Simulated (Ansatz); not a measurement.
# Zone-centre phonons of HgTe at 9 GPa: input and output

All numbers below come from DFT PBEsol, scalar-relativistic, plane waves, PAW (Ansatz).

Launched with:
```bash
ansatz run input.yaml --threads 1 --pin off --max-ram 3072MiB --backend cpu --events-out ev --progress --plain --runs-dir out
```

Input (bare energies are in eV):
```yaml
crystal:
  lattice:
    - [0.0, 3.0997596857, 3.0997596857]
    - [3.0997596857, 0.0, 3.0997596857]
    - [3.0997596857, 3.0997596857, 0.0]
  atoms:
    - { symbol: Hg, position: [0.0, 0.0, 0.0] }
    - { symbol: Te, position: [0.75, 0.75, 0.75] }
basis:
  ecutwfc: 420
kpoints:
  mp_grid: { grid: [12, 12, 12] }
hamiltonian:
  xc: pbesol
scf:
  occupations: { method: fermi_dirac, width: 0.15 }
output:
  eigenvalues: true
phonons:
  method: dfpt
  eigenvectors: true
```

Results section of the output:
```
--- Phonons (Γ-DFPT): 2 representative perturbations + reference, on 163 of 1728 k-points (Σ response iterations 6) ---
  k mesh reduced under 8 symmetry operations, with k and −k counted as one. Each operation leaves every solved displacement unchanged or reverses it
  ASR residual: 7.058e-5 → 0.000e0 eV/Å²; symmetrization residual: 6.028e-5 eV/Å²
  ASR residual per site (eV/Å²): 7.06e-5 9.48e-6
  Γ frequencies (cm⁻¹): 0.00 0.00 0.00 148.80 148.80 148.80
  non-analytic LO–TO correction: not included (Born effective charges unavailable; polar crystals: no LO–TO splitting at Γ)
```

It took 31 s on 1 thread of AMD EPYC 9R45 96-Core Processor (Zen 5) (shared host), peak memory 0.9 GiB.

Without a gap, frequencies and elastic constants depend on the k mesh and the smearing, soft modes and shear constants most. Spin–orbit coupling is left out, which can shift energies with elements as heavy as these.

The bands only touch here, so at this level the crystal is a zero-gap semiconductor or semimetal, not an ordinary metal; spin–orbit coupling, left out, moves these levels but leaves zinc-blende mercury chalcogenides without a gap.